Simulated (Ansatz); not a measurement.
A first try at a band structure of Bi2Te3, space group R3m, using Ansatz 0.2.0, Python API.

`POSCAR_bi2te3`
```text
Bi2Te3
1.0
   2.20850000    1.27507807    9.94666667
  -2.20850000    1.27507807    9.94666667
   0.00000000   -2.55015614    9.94666667
Bi Te
2 3
Direct
   0.18800000    0.18800000    0.18800000
   0.59800000    0.59800000    0.59800000
   0.38900000    0.38900000    0.38900000
   0.80000000    0.80000000    0.80000000
   0.00000000    0.00000000    0.00000000
```

`bands.py`
```python
'''Bands of Bi2Te3 along a path through the zone.'''

import ansatz as az
from ase.io import read
import matplotlib.pyplot as plt
import numpy as np

atoms = read('POSCAR_bi2te3', format='vasp')
cell = az.Crystal.from_ase(atoms)

# vertices of the path, as fractions of the reciprocal vectors
path = [
    ('H_0', (0.5, -0.17762, 0.17762)),
    ('L', (0.5, 0.0, 0.0)),
    ('G', (0.0, 0.0, 0.0)),
    ('S_0', (0.33881, -0.33881, 0.0)),
]
setup = cell.calculation()
setup = setup.occupations('fixed')
setup = setup.basis(420)
setup = setup.kpoints(mesh=(5, 5, 5))
setup = setup.functional('PBE').band_structure([point for _, point in path], intervals=4)
setup = setup.scf(extra_bands=8)
done = setup.run(threads=1)
data = done.report

print(f'free energy      {data["free_energy_ev"]:.5f} eV')
print(f'per atom         {data["free_energy_ev"] / len(done.lattice.sites):.5f} eV')
print(f'SCF iterations   {data["n_iterations"]}  (converged: {data["converged"]})')

bands = done.band_structure()
fermi = bands.fermi_energy_ev
print(f'zero of the bands: {fermi:.3f} eV, the Fermi level found on the SCF mesh')
reciprocal = 2 * np.pi * np.linalg.inv(done.lattice.cell_ang).T
steps = np.linalg.norm(np.diff(bands.kpoints_frac @ reciprocal, axis=0), axis=1)
distance = np.concatenate([[0], np.cumsum(steps)])
fig, ax = plt.subplots(figsize=(5, 4))
for channel, colour in zip(bands.channels, ('C0', 'C3')):
    ax.plot(distance, channel.eigenvalues_ev - fermi, colour, lw=1)
ax.set_xticks(distance[::4], [label for label, _ in path])
ax.set(ylim=(-6, 6), ylabel='E - E_F (eV)', xlim=(0, distance[-1]))
ax.grid(axis='x')
fig.savefig('bands.png', dpi=100)
first = bands.channels[0].eigenvalues_ev - fermi
near = np.argsort(np.abs(first.mean(axis=0)))[:4]
for band in sorted(near):
    print(f'band {band + 1}: {first[:, band].min():.3f} to {first[:, band].max():.3f} eV')
```

Running `python bands.py` prints:
```text
RunWarning: iter 2: σ=0 fill of 39 bands saw a band overlap (occupied 9.5001 eV > unoccupied 9.4785 eV) — on an unconverged iterate often a transient of an unconverged empty band; one that stands at the close is told there (band_overlap_at_count); if the run fails to converge, the spectrum is likely genuinely metallic at σ=0 — use a smearing of finite width or the tetrahedron method (which not every kind of run takes: see the entry of scf.occupations.method in the input reference), with at [...]
RunWarning: the bands overlap at the fill by count (39 filled at each k-point of a channel): the highest filled level, 9.509833 eV at k-index 1, stands 0.0234 eV over the lowest empty one, 9.486437 eV at k-index 0, so that a fill of the lowest levels lies lower and no gap is reported. A metal, or a carrier in a host's bands, wants a smearing of finite width or the tetrahedron method (`scf.occupations.method`). A defect's level that its images broaden is meant whole, and this fill is then the right one; a shifted mesh or single k-points narrow the overlap
free energy      -45732.65006 eV
per atom         -9146.53001 eV
SCF iterations   8  (converged: True)
zero of the bands: 9.510 eV, the Fermi level found on the SCF mesh
band 38: -1.572 to -0.217 eV
band 39: -1.283 to 0.034 eV
band 40: -0.060 to 1.794 eV
band 41: 0.352 to 1.987 eV
```
(Warnings from the package without file and line, shortened.)

No error stopped it. What is wrong with the input all the same?

The fault: fixed occupations, though the bands overlap at this level of theory. Mended:

```diff
--- before
+++ after
@@ -18,3 +18,3 @@
 setup = cell.calculation()
-setup = setup.occupations('fixed')
+setup = setup.occupations('fermi_dirac', width=0.05)
 setup = setup.basis(420)
```

The mended script runs so:

```console
$ python bands.py
free energy      -45732.65582 eV
per atom         -9146.53116 eV
SCF iterations   7  (converged: True)
zero of the bands: 9.568 eV, the Fermi level found on the SCF mesh
band 38: -1.632 to -0.281 eV
band 39: -1.343 to -0.027 eV
band 40: -0.117 to 1.736 eV
band 41: 0.295 to 1.928 eV
```

Caveats:
- Total energies depend on the potentials; only differences at equal settings carry meaning.
- The computed bands are complete only to about 4.4 eV above the Fermi level.
- The mesh is modest for a metal, so energies can be off by several to tens of meV an atom and pressures by half a GPa or more; differences at equal mesh fare better.
- The starting cell is as deposited in a crystallographic database; the results hold for this polymorph, which needn't be the stable one.
- Gaps and levels are Kohn-Sham values on a finite set of k-points, without spin-orbit coupling.
- Hardware and time: 19 s on 1 thread of Arm Neoverse V2, with other jobs on the host, peak memory 0.54 GiB.

(Lines on the test bed's own set-up are left out of the output.)
